Whether lead telluride is modelled for a thermoelectric leg or for an infrared detector, someone has to choose the level of theory that supplies its band gap. The choice is delicate because the measured gap is small: from memory, roughly 0.2 eV at low temperature and 0.3 eV at room temperature. At fixed band masses the intrinsic carrier density varies as exp(−gap/2kT), so at room temperature a gap error of 0.1 eV already changes it about sevenfold; the masses, which grow with the gap, offset part of this.

Hybrid-functional and Hartree-Fock calculations with Ansatz 0.2.0 (plane waves, PAW) for PbTe, space group Fm-3m, at the fixed r2SCAN geometry. All use a 6×6×6 k mesh and fixed occupations, without spin polarisation or spin-orbit coupling. In DDH-PBE0 the fraction of exact exchange is 1/ε∞, with ε∞ from PBE.

```csv
functional,wave cutoff,band gap (eV),least direct gap (eV)
DDH-PBE0,420 eV,0.930,0.930
HSE06,420 eV,1.198,1.198
Hartree-Fock,420 eV,5.407,5.407
PBE0,420 eV,1.745,1.745
r2SCANh,500 eV,1.425,1.425
```

Even the smallest step between neighbouring levels, from HSE06 to r2SCANh, is 0.23 eV, about as large as the measured gap itself. In carrier density, again at fixed masses, that step is worth a factor of about 80. What the levels do agree on is the character of the gap: on the k points sampled it is direct in every row. For a qualitative picture of the bands this may be enough, but for carrier statistics the choice of level decides the answer.

The value closest to experiment, 0.93 eV from DDH-PBE0, is not thereby the best. All five calculations leave out spin-orbit coupling, which in this compound pulls down the conduction edge, built largely from lead 6p states, and narrows the gap by several tenths of an eV or more. A sound level must therefore give too wide a gap here, and the cell, about 1 % longer than the measured one, widens it a little further. Hartree-Fock, more than 5 eV too wide, is beyond rescue, and PBE0, about 1.5 eV too wide, is probably excessive as well. The other three can't be ranked until spin-orbit coupling is included.

The order of the levels follows mainly from how much exact exchange they contain and how far it reaches. Exact exchange removes the spurious repulsion of an electron with itself, which benefits filled states; an empty state gains far less. More of it therefore pushes the valence top and the conduction edge apart. In a crystal the other electrons screen this interaction, and PbTe screens very strongly. DDH-PBE0 takes this into account by setting the exchange fraction to 1/ε, where ε is the electronic dielectric constant. With ε roughly 33, a recalled measured value, the fraction would be about 3 %, against 25 % in PBE0; the run itself takes ε from PBE, whose wider gap without spin-orbit coupling should screen less, so the fraction used, which isn't printed, is probably somewhat larger. By the same rule, a material with ε below 4 would receive more exact exchange than PBE0 gives it.

HSE06 allows for screening in another way: it keeps the 25 % at short range and leaves the long range to PBE exchange. Restoring the long-range part, which turns HSE06 into PBE0, widens the gap by 0.55 eV. The valence top falls and the conduction edge rises by almost equal amounts. Theory sets a rough ceiling of 0.8 eV on this step, reached only if the exchange hole around the electron were very compact. The computed step stays below it, but this is a weak test: a 6x6x6 mesh barely resolves the long-range part, much of which enters through the single zero-momentum term. No finer mesh was run, so this step and the gaps with unscreened exchange may not be converged.

A straight line shows how far the exchange fraction alone can explain the gaps. It is drawn through DDH-PBE0 and PBE0, which share the same PBE ingredients, and rises by about 0.37 eV for every 10 % of exact exchange. Going from PBE0 to full exchange adds another 75 %, or 7.5 × 0.37 ≈ 2.8 eV, which would put the gap near 4.5 eV. Hartree-Fock, which took no part in drawing the line, gives 5.4 eV.

The band edges show where the line falls short. Hartree-Fock has no correlation at all. The correlation potential attracts electrons in filled and empty states alike, so its loss should raise both band edges. Both do lie higher than the same kind of extrapolation predicts, the valence top by about 1 eV and the conduction edge by about 2 eV. A rise common to both edges leaves the gap unchanged, however. It is the extra rise of the conduction edge that widens the gap, and its cause isn't settled by these calculations; the orbitals also change under full exchange, which a straight line ignores. The sizes of the two rises depend on the assumed dielectric constant, but the Hartree-Fock gap stays above the line for any ε between 20 and 50; it would fall on the line only for ε near 12. The printed analysis after this text gives the range.

r2SCANh shows that the exchange fraction isn't the whole story. With only 10 % it should have a gap near 1.2 eV on the PBE-based line, yet it gives 1.4 eV and so overtakes HSE06. The likely reason is its different semilocal part, though its higher plane-wave cutoff has not been tested separately. Exchange percentages are thus a useful guide only among functionals that share the same base and the same range of exact exchange.

Cost does little to separate the five levels on a given mesh, since each must sum exact exchange over pairs of orbitals and k points. DDH-PBE0 also needs the dielectric constant beforehand. The mesh matters far more: doubling it in each direction multiplies the pairs of k points by 64 before symmetry is used. Unscreened exchange usually converges more slowly with the mesh, which favours HSE06 over PBE0 and Hartree-Fock.

For PbTe, then, the first extra effort belongs to spin-orbit coupling, not to a move from one hybrid to another. Once it is included, run both DDH-PBE0 and HSE06, and treat any difference that remains between them as a lower estimate of the uncertainty of the predicted gap, since both may err in the same direction. Check the order of the bands at L as well: with so little exact exchange DDH-PBE0 is close to PBE, and spin-orbit coupling can close or invert so narrow a gap, in which case a small printed value would only look right.

The analysis program printed:

```
Gaps and steps in eV:
           row    gap  gap_less_HSE06  gap_less_rough_measured_0.2
      DDH-PBE0   0.93          -0.268                         0.73
         HSE06  1.198               0                        0.998
  Hartree-Fock  5.407           4.209                        5.207
          PBE0  1.745           0.547                        1.545
       r2SCANh  1.425           0.227                        1.225
Band edges relative to PBE0 in eV:
           row  valence_top  conduction_edge
      DDH-PBE0       0.4649            -0.35
         HSE06       0.2744          -0.2721
  Hartree-Fock      -0.4604            3.201
          PBE0            0                0
       r2SCANh       0.2219         -0.09762
Step DDH-PBE0 to HSE06 (eV): 0.268
Step HSE06 to r2SCANh (eV): 0.227
Step r2SCANh to PBE0 (eV): 0.32
Step PBE0 to Hartree-Fock (eV): 3.662
Step HSE06 to PBE0, long-range exchange (eV): 0.547
Ceiling for the long-range step, 0.25*2*omega/sqrt(pi) (eV): 0.8444
Assumed DDH exchange fraction (percent): 3.03
Gap opening per 10 percent of exact exchange, DDH to PBE0 (eV): 0.371
Line at zero exact exchange (eV): 0.8176
Line at full exact exchange (eV): 4.527
Hartree-Fock gap above the line (eV): 0.8798
The same if eps_inf were 20 (eV): 0.6057
The same if eps_inf were 50 (eV): 1.004
Rival line PBE0 to Hartree-Fock: eps_inf that DDH would need: 12.04
Hartree-Fock valence top above its line (eV): 1.127
Hartree-Fock conduction edge above its line (eV): 2.006
PBE-based line at 10 percent exchange (eV): 1.189
r2SCANh gap above that line (eV): 0.2364
Factor in intrinsic carrier density at 300 K for a gap error of 0.1 eV: 6.918
Factor in intrinsic carrier density at 300 K for the step HSE06 to r2SCANh: 80.67
Plane waves at 500 eV over 420 eV (ratio): 1.299
Pairs of k points, 12x12x12 over 6x6x6 mesh, without symmetry (ratio): 64
```
